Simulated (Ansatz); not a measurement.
Input and steps of a relaxation of cell and atoms on SiC, 4H polytype (the plane-wave code Ansatz, PBEsol). It starts from a guessed cell.

```yaml
crystal:
  lattice:
    - [2.9581671127, 0.0, 0.0]
    - [-1.4790835564, 2.5618478682, 0.0]
    - [0.0, 0.0, 9.6613737901]
  atoms:
    - { symbol: Si, position: [0.0, 0.0, 0.0] }
    - { symbol: Si, position: [0.3333333333, 0.6666666667, 0.25] }
    - { symbol: Si, position: [0.0, 0.0, 0.5] }
    - { symbol: Si, position: [0.6666666667, 0.3333333333, 0.75] }
    - { symbol: C, position: [0.0, 0.0, 0.1875] }
    - { symbol: C, position: [0.3333333333, 0.6666666667, 0.4375] }
    - { symbol: C, position: [0.0, 0.0, 0.6875] }
    - { symbol: C, position: [0.6666666667, 0.3333333333, 0.9375] }
kpoints:
  mp_grid: { grid: [9, 9, 2] }
hamiltonian:
  xc: pbesol
scf:
  occupations: { method: fermi_dirac, width: 0.03 }
relax:
  f_tol: 0.01
  cell: {}
  max_steps: 120
```

The trajectory has 9 recorded frames, each with positions in Å and forces in eV/Å. The last, and any step after a large change of cell, is solved on a basis re-selected at its cell; pressure is positive in compression.

Step 1: energy 0.0 meV/atom from step 1, largest force component 0.206 eV/Å, pressure +34.08 GPa
```xyz
8
Lattice="2.9582 0.0000 0.0000 -1.4791 2.5618 0.0000 0.0000 0.0000 9.6614" Properties=species:S:1:pos:R:3:forces:R:3 pbc="T T T"
Si    0.0000    0.0000    0.0000    0.0000    0.0000   -0.1272
Si    0.0000    1.7079    2.4153    0.0000    0.0000   -0.0557
Si    0.0000    0.0000    4.8307    0.0000    0.0000   -0.1272
Si    1.4791    0.8539    7.2460    0.0000    0.0000   -0.0557
C     0.0000    0.0000    1.8115    0.0000    0.0000   -0.0232
C     0.0000    1.7079    4.2269    0.0000    0.0000    0.2061
C     0.0000    0.0000    6.6422    0.0000    0.0000   -0.0232
C     1.4791    0.8539    9.0575    0.0000    0.0000    0.2061
```

Step 2: energy -83.3 meV/atom from step 1, largest force component 0.103 eV/Å, pressure +15.53 GPa
```xyz
8
Lattice="3.0153 0.0000 0.0000 -1.5076 2.6113 0.0000 0.0000 0.0000 9.8600" Properties=species:S:1:pos:R:3:forces:R:3 pbc="T T T"
Si    0.0000    0.0000   -0.0010    0.0000    0.0000   -0.0467
Si    0.0000    1.7409    2.4657    0.0000    0.0000   -0.0651
Si    0.0000    0.0000    4.9290    0.0000    0.0000   -0.0467
Si    1.5076    0.8704    7.3957    0.0000    0.0000   -0.0651
C     0.0000    0.0000    1.8472    0.0000    0.0000    0.0092
C     0.0000    1.7409    4.3157    0.0000    0.0000    0.1026
C     0.0000    0.0000    6.7772    0.0000    0.0000    0.0092
C     1.5076    0.8704    9.2457    0.0000    0.0000    0.1026
```

Step 3: energy -109.8 meV/atom from step 1, largest force component 0.028 eV/Å, pressure +2.00 GPa
```xyz
8
Lattice="3.0674 0.0000 0.0000 -1.5337 2.6564 0.0000 0.0000 0.0000 10.0354" Properties=species:S:1:pos:R:3:forces:R:3 pbc="T T T"
Si    0.0000    0.0000   -0.0013    0.0000    0.0000   -0.0189
Si    0.0000    1.7709    2.5085    0.0000    0.0000   -0.0230
Si    0.0000    0.0000    5.0164    0.0000    0.0000   -0.0189
Si    1.5337    0.8855    7.5262    0.0000    0.0000   -0.0230
C     0.0000    0.0000    1.8795    0.0000    0.0000    0.0142
C     0.0000    1.7709    4.3944    0.0000    0.0000    0.0277
C     0.0000    0.0000    6.8972    0.0000    0.0000    0.0142
C     1.5337    0.8855    9.4121    0.0000    0.0000    0.0277
```

Step 4: energy -110.2 meV/atom from step 1, largest force component 0.011 eV/Å, pressure +0.15 GPa
```xyz
8
Lattice="3.0748 0.0000 0.0000 -1.5374 2.6629 0.0000 0.0000 0.0000 10.0658" Properties=species:S:1:pos:R:3:forces:R:3 pbc="T T T"
Si    0.0000    0.0000   -0.0013    0.0000    0.0000   -0.0096
Si    0.0000    1.7752    2.5158    0.0000    0.0000   -0.0109
Si    0.0000    0.0000    5.0316    0.0000    0.0000   -0.0096
Si    1.5374    0.8876    7.5487    0.0000    0.0000   -0.0109
C     0.0000    0.0000    1.8851    0.0000    0.0000    0.0096
C     0.0000    1.7752    4.4080    0.0000    0.0000    0.0109
C     0.0000    0.0000    6.9179    0.0000    0.0000    0.0096
C     1.5374    0.8876    9.4409    0.0000    0.0000    0.0109
```

Step 5: energy -110.2 meV/atom from step 1, largest force component 0.013 eV/Å, pressure 0.00 GPa
```xyz
8
Lattice="3.0757 0.0000 0.0000 -1.5378 2.6636 0.0000 0.0000 0.0000 10.0665" Properties=species:S:1:pos:R:3:forces:R:3 pbc="T T T"
Si    0.0000    0.0000   -0.0020    0.0000    0.0000    0.0127
Si    0.0000    1.7758    2.5153    0.0000    0.0000    0.0133
Si    0.0000    0.0000    5.0313    0.0000    0.0000    0.0127
Si    1.5378    0.8879    7.5486    0.0000    0.0000    0.0133
C     0.0000    0.0000    1.8859    0.0000    0.0000   -0.0131
C     0.0000    1.7758    4.4090    0.0000    0.0000   -0.0129
C     0.0000    0.0000    6.9191    0.0000    0.0000   -0.0131
C     1.5378    0.8879    9.4423    0.0000    0.0000   -0.0129
```

Step 6: energy -110.2 meV/atom from step 1, largest force component 0.000 eV/Å, pressure 0.00 GPa
```xyz
8
Lattice="3.0756 0.0000 0.0000 -1.5378 2.6635 0.0000 0.0000 0.0000 10.0676" Properties=species:S:1:pos:R:3:forces:R:3 pbc="T T T"
Si    0.0000    0.0000   -0.0016    0.0000    0.0000    0.0000
Si    0.0000    1.7757    2.5160    0.0000    0.0000    0.0001
Si    0.0000    0.0000    5.0322    0.0000    0.0000    0.0000
Si    1.5378    0.8878    7.5498    0.0000    0.0000    0.0001
C     0.0000    0.0000    1.8857    0.0000    0.0000    0.0001
C     0.0000    1.7757    4.4091    0.0000    0.0000   -0.0001
C     0.0000    0.0000    6.9195    0.0000    0.0000    0.0001
C     1.5378    0.8878    9.4429    0.0000    0.0000   -0.0001
```

Step 7: energy -114.2 meV/atom from step 1, largest force component 0.000 eV/Å, pressure +0.55 GPa
```xyz
8
Lattice="3.0756 0.0000 0.0000 -1.5378 2.6635 0.0000 0.0000 0.0000 10.0676" Properties=species:S:1:pos:R:3:forces:R:3 pbc="T T T"
Si    0.0000    0.0000   -0.0016    0.0000    0.0000    0.0004
Si    0.0000    1.7757    2.5160    0.0000    0.0000    0.0000
Si    0.0000    0.0000    5.0322    0.0000    0.0000    0.0004
Si    1.5378    0.8878    7.5498    0.0000    0.0000    0.0000
C     0.0000    0.0000    1.8857    0.0000    0.0000   -0.0003
C     0.0000    1.7757    4.4091    0.0000    0.0000   -0.0001
C     0.0000    0.0000    6.9195    0.0000    0.0000   -0.0003
C     1.5378    0.8878    9.4429    0.0000    0.0000   -0.0001
```

Step 8: energy -114.2 meV/atom from step 1, largest force component 0.001 eV/Å, pressure +0.01 GPa
```xyz
8
Lattice="3.0779 0.0000 0.0000 -1.5390 2.6656 0.0000 0.0000 0.0000 10.0760" Properties=species:S:1:pos:R:3:forces:R:3 pbc="T T T"
Si    0.0000    0.0000   -0.0016    0.0000    0.0000    0.0002
Si    0.0000    1.7771    2.5181    0.0000    0.0000   -0.0001
Si    0.0000    0.0000    5.0364    0.0000    0.0000    0.0002
Si    1.5390    0.8885    7.5561    0.0000    0.0000   -0.0001
C     0.0000    0.0000    1.8872    0.0000    0.0000   -0.0006
C     0.0000    1.7771    4.4127    0.0000    0.0000    0.0005
C     0.0000    0.0000    6.9252    0.0000    0.0000   -0.0006
C     1.5390    0.8885    9.4507    0.0000    0.0000    0.0005
```

Step 9: energy -114.2 meV/atom from step 1, largest force component 0.001 eV/Å, pressure +0.02 GPa
```xyz
8
Lattice="3.0779 0.0000 0.0000 -1.5390 2.6656 0.0000 0.0000 0.0000 10.0760" Properties=species:S:1:pos:R:3:forces:R:3 pbc="T T T"
Si    0.0000    0.0000   -0.0016    0.0000    0.0000    0.0002
Si    0.0000    1.7771    2.5181    0.0000    0.0000   -0.0001
Si    0.0000    0.0000    5.0364    0.0000    0.0000    0.0002
Si    1.5390    0.8885    7.5561    0.0000    0.0000   -0.0001
C     0.0000    0.0000    1.8872    0.0000    0.0000   -0.0006
C     0.0000    1.7771    4.4127    0.0000    0.0000    0.0005
C     0.0000    0.0000    6.9252    0.0000    0.0000   -0.0006
C     1.5390    0.8885    9.4507    0.0000    0.0000    0.0005
```

In 7 steps the volume changed by +12.9 %; between the first SCF and the last, each on a basis chosen for its cell, the energy fell by 114 meV an atom. Final cell: it is hexagonal, P6_3mc (No. 186); a = 3.078 Å, c = 10.076 Å in the conventional setting, 10.33 Å³ an atom. Si is surrounded by 4 C at 1.88–1.89 Å; Si is surrounded by 4 C at 1.89 Å; C is surrounded by 4 Si at 1.89 Å; C is surrounded by 4 Si at 1.88–1.89 Å.

Command: `ansatz run input.yaml --threads 2 --pin off --max-ram 29491MiB --backend cpu --events-out ev --progress --plain --runs-dir out`.

Problem. It took 13 s on 2 threads of AMD EPYC 7R13 Processor (Zen 3), on a shared host, load about 0.8 per core. What peak of host memory did it reach?

Solution. About 0.48 GiB.

The values are computed, spin-unpolarised, and not measurements.
